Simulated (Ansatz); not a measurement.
The system is CaO.

```xyz
2
Lattice="0.0000 2.4036 2.4036 2.4036 0.0000 2.4036 2.4036 2.4036 0.0000" Properties=species:S:1:pos:R:3 pbc="T T T"
Ca    0.0000    0.0000    0.0000
O     2.4036    2.4036    2.4036
```

The cell is a database's computed one.

Base run:

| Quantity | Value |
| --- | --- |
| Program | Ansatz 0.2.0 |
| Functional | B3LYP |
| Potentials or basis | Ansatz PAW |
| Cutoff | 420 eV |
| Density cutoff | 1680 eV |
| k mesh | 6 × 6 × 6 |
| Occupations | fermi-dirac, width 0.05 eV |
| Spin | no spin polarisation |

Its results: band gap on the k mesh 5.67 eV, indirect (least direct gap 6.08 eV).

Question: The run is repeated on the same cell with these changes: functional from B3LYP to HISS; occupations from fermi-dirac, width 0.05 eV to methfessel-paxton, width 0.1 eV. What comes out?

Answer: Band gap on the k mesh 6.19 eV, indirect (least direct gap 6.64 eV).

A k mesh can miss the band edges.

Not every run made on this cell is shown here.
